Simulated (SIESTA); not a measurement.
The system is CoO.

```
Co O
1.0
    -1.50800    1.50800    2.10725
     1.50800   -1.50800    2.10725
     1.50800    1.50800   -2.10725
Co O
1 1
Direct
  0.00000 0.00000 0.00000
  0.50000 0.50000 0.00000
```

Base run:

```yaml
Program: SIESTA 5.4.2
Functional: PBEsol
Potentials_or_basis: PseudoDojo 0.4 standard (PBEsol files)
Basis: DZP (energy shift 0.003 Ry; two zetas on semicore shells)
Grid_cutoff: 800 Ry
Energy_shift: 0.003 Ry
k_mesh: 12 × 12 × 12
Occupations: fermi-dirac, width 0.05 eV
Spin: collinear spin, ferromagnetic start
Starting_moments: "[2.0, 0.0] μB"
```

Its results: band gap on the k mesh none (metal or under the smearing width); pressure -8.1 GPa; net moment 2.96 μB per cell.

Question: The run is repeated on the same cell with these changes: spin from collinear spin, ferromagnetic start to collinear spin, zero start; moments at the start from [2.0, 0.0] to [0.0, 0.0]. What comes out?

Answer: Band gap on the k mesh none (metal or under the smearing width); pressure -25.9 GPa; net moment 0.00 μB per cell.

Caveats: short orbitals over semicore shells can move pressures by several GPa; the basis of atomic orbitals isn't converged, which shifts pressures, moduli and gaps; semilocal functionals often make such compounds metallic where correlation or magnetic order opens a gap, which also shifts bond lengths; a cell with one magnetic atom can't hold antiferromagnetic order, which such compounds often take (some runs).
